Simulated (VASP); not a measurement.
MgF2:

```xyz
6
Lattice="4.6238 0.0000 0.0000 0.0000 4.6238 0.0000 0.0000 0.0000 3.0533" Properties=species:S:1:pos:R:3 pbc="T T T"
Mg    2.3119    2.3119    1.5267
Mg    0.0000    0.0000    0.0000
F     3.2218    3.2218    0.0000
F     3.7139    0.9099    1.5267
F     1.4020    1.4020    3.0533
F     0.9099    3.7139    1.5267
```

The cell comes from a database or a generator and needn't be the stable form of this composition.

Base run:

```yaml
Program: VASP 6.6.1
Functional: PBEsol
Potentials_or_basis: VASP PAW PBE potentials, release 64 (Mg, F)
Cutoff: 700 eV
k_mesh: 6 × 6 × 8
Occupations: gaussian, width 0.02 eV
Spin: no spin polarisation
```

Its results: band gap on the k mesh 6.93 eV, direct; pressure -0.1 GPa.

Problem. The run is repeated on the same cell with these changes: potentials or basis from VASP PAW PBE potentials, release 64 (Mg, F) to VASP PAW PBE potentials, release 64 (Mg, F_h); cutoff from 700 eV to 900 eV. What comes out?

Solution. Band gap on the k mesh 6.93 eV, direct; pressure -0.7 GPa.

Caveats: the PAW data sets were made with another functional, which shifts forces and pressure a little; the cutoff is under 1.25 times the usual one of these potentials, so pressure, stress and relaxed cells hold a basis-set (Pulay) error (some runs).

A k mesh can miss the band edges.
